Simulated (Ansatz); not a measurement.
**Fe: frozen-core PAW against all-electron methods**

```
CELL_PARAMETERS angstrom
2.43416 0.00000 0.00000
-1.21708 2.10804 0.00000
0.00000 0.00000 3.84193
ATOMIC_POSITIONS crystal
Fe 0.33333 0.66667 0.25000
Fe 0.66667 0.33333 0.75000
```

Atom numbers follow the list: Fe1, Fe2.

The cell is the one relaxed in the Materials Project (mp-136), not relaxed further here; entries there can be hypothetical.

Spin polarisation is left out, and whether a magnetic state lies lower isn't shown here.

Methods: DFT, PBE, PAW with Ansatz's default frozen-core files, scalar-relativistic (Ansatz 0.2.0); DFT, PBE, all-electron PAW with datasets made for the crystal, scalar-relativistic (Ansatz 0.2.0); DFT, PBE, all-electron LAPW, scalar-relativistic (Ansatz 0.2.0).

For PAW: a Γ-centred 17×17×10 k mesh, Fermi–Dirac smearing of 0.08 eV, cutoff 420 eV, no spin polarisation. The crystal-made all-electron datasets (AE datasets) take a cutoff of 360 eV at this cell. LAPW targets a basis error of 0.25 meV/atom. The Ansatz runs share mesh, smearing and spin set-up. Plane-wave (PAW) pressures include the program's estimate of the Pulay term.

Stress and pressure are positive in compression.

```tsv
quantity	PAW	AE datasets	LAPW
pressure (GPa)	10.94	10.81	10.81
stress xx (GPa)	10.49	10.37	10.37
stress zz (GPa)	11.86	11.69	11.69
```

PAW's pressure differs from the LAPW value by +0.14 GPa.
